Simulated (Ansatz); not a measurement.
Computed with Ansatz 0.2.0, DFT PBE, scalar-relativistic, plane waves, PAW. All cells share a 420 eV cutoff and Γ-centred k meshes spaced at most about 0.3 Å⁻¹ (2π included). No spin polarisation in the final relaxations.

These are static total energies at zero pressure.

Compare these two cells of PbSe, each relaxed at this level.

A. Space group I4_1md (No. 109), tetragonal, a = 4.024 Å, c = 14.936 Å. Pb is surrounded by 6 Se at 3.12–3.18 Å; Se has 6 Pb at 3.12–3.18 Å.

B. Space group Fm-3m (No. 225), cubic, a = 6.218 Å. Pb has 6 Se at 3.11 Å; Se has 6 Pb at 3.11 Å.

Problem. Which would you expect to be lower, and how large is the difference?

Solution. B is lower, by 120 meV/atom. A has space group I4_1md (No. 109), 30.2 Å³/atom and a gap of 0.64 eV on its mesh; B has the rock salt type, space group Fm-3m (No. 225), 30.1 Å³/atom and a gap of 0.43 eV. Both come from invented guesses. The part of the Crystallography Open Database at hand lists PbSe in space group No. 225; sharing a group (Fm-3m) doesn't make a cell the listed structure.

These runs have no spin–orbit coupling, which can matter for Pb. Kohn–Sham gaps at this level usually fall short of measured ones. The missing spin–orbit coupling can work the other way here. Cells relaxed within their symmetry can be saddle points. The Fm-3m cell of PbSe came from shaking the I4_1md one.
